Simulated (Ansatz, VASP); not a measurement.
# Two plane-wave programs on TiTe2

Contents of INCAR:

```
SYSTEM = TiTe2
PREC = Accurate
ENCUT = 520
EDIFF = 1E-6
ISMEAR = -1
SIGMA = 0.05
LREAL = .False.
LASPH = .True.
NELM = 60
ALGO = Normal
ISIF = 2
LWAVE = .False.
LCHARG = .False.
GGA = RE
NBANDS = 19
```

Contents of KPOINTS:

```
regular mesh
0
Gamma
  5 5 3
  0 0 0
```

The input POSCAR:

```
TiTe2
1.0
    3.7770000000      0.0000000000      0.0000000000
   -1.8885000000      3.2709779501      0.0000000000
    0.0000000000      0.0000000000      6.4980000000
Te Ti
2 1
Direct
    0.3333333333      0.6666666667      0.7372000000
    0.6666666667      0.3333333333      0.2628000000
    0.0000000000      0.0000000000      0.0000000000
```

The input input.yaml:

```yaml
crystal:
  lattice:
    - [3.777, 0.0, 0.0]
    - [-1.8885, 3.2709779501, 0.0]
    - [0.0, 0.0, 6.498]
  atoms:
    - { symbol: Te, position: [0.3333333333, 0.6666666667, 0.7372] }
    - { symbol: Te, position: [0.6666666667, 0.3333333333, 0.2628] }
    - { symbol: Ti, position: [0.0, 0.0, 0.0] }
hamiltonian:
  xc: revpbe
  pseudopotentials: { kind: paw }
kpoints:
  mp_grid: { grid: [5, 5, 3] }
  band_path:
    path:
      - [[0.0, 0.0, 0.0], [0.5, 0.0, 0.0], [0.3333333333, 0.3333333333, 0.0], [0.0, 0.0, 0.0], [0.0, 0.0, 0.5], [0.5, 0.0, 0.5], [0.3333333333, 0.3333333333, 0.5], [0.0, 0.0, 0.5]]
      - [[0.5, 0.0, 0.5], [0.5, 0.0, 0.0]]
      - [[0.3333333333, 0.3333333333, 0.0], [0.3333333333, 0.3333333333, 0.5]]
    npoints: 14
scf:
  occupations: { method: fermi_dirac, width: 0.05 }
  n_extra_bands: 7
output:
  forces: true
  stress: true
  eigenvalues: true
  fatbands: true
```

Alike in both runs: functional revPBE; k mesh 5 × 5 × 3; occupations fermi-dirac, width 0.05 eV; no spin polarisation.

|  | VASP | Ansatz |
| --- | --- | --- |
| version | VASP 6.6.1 | Ansatz 0.2.0 |
| potentials or method | VASP PAW PBE potentials, release 64 (Te, Ti_sv) | Ansatz PAW |
| plane-wave cutoff (eV) | 520 | 420 |
| valence electrons in the cell | 24 | 44 |
| task | single point | band structure |

Ansatz gave:

- gap on the k mesh at the Fermi level (eV): none
- pressure (GPa): 2.4
- largest component of the traceless stress (GPa): 0.38
- rms of the force components (eV/Å): 0.021

Q: Estimate VASP's values.

A: gap on the k mesh at the Fermi level (eV): none; pressure (GPa): 2.3; largest component of the traceless stress (GPa): 0.39; rms of the force components (eV/Å): 0.024.

Atom by atom the forces differ by 0.003 eV/Å (rms over components). A gap of «none» marks a metal or a gap that the smearing closes. The two sets of potentials don't hold the same shells in valence.

Caveats: the k mesh is coarse (spacing up to 0.38 Å⁻¹), so the values aren't converged; this functional lacks dispersion, which binds the layers, so the pressure and a relaxed spacing across them are unreliable; the PAW data sets were made with another functional, which shifts forces and pressure a little (VASP); spin-orbit coupling is left out, which moves the levels of the heavy elements (Ansatz); the PAW data sets come from PBE, with cores solved anew for the run's functional, which leaves a small shift of forces and pressure (Ansatz). The runs have no spin-orbit coupling, so splittings on Te are missing.
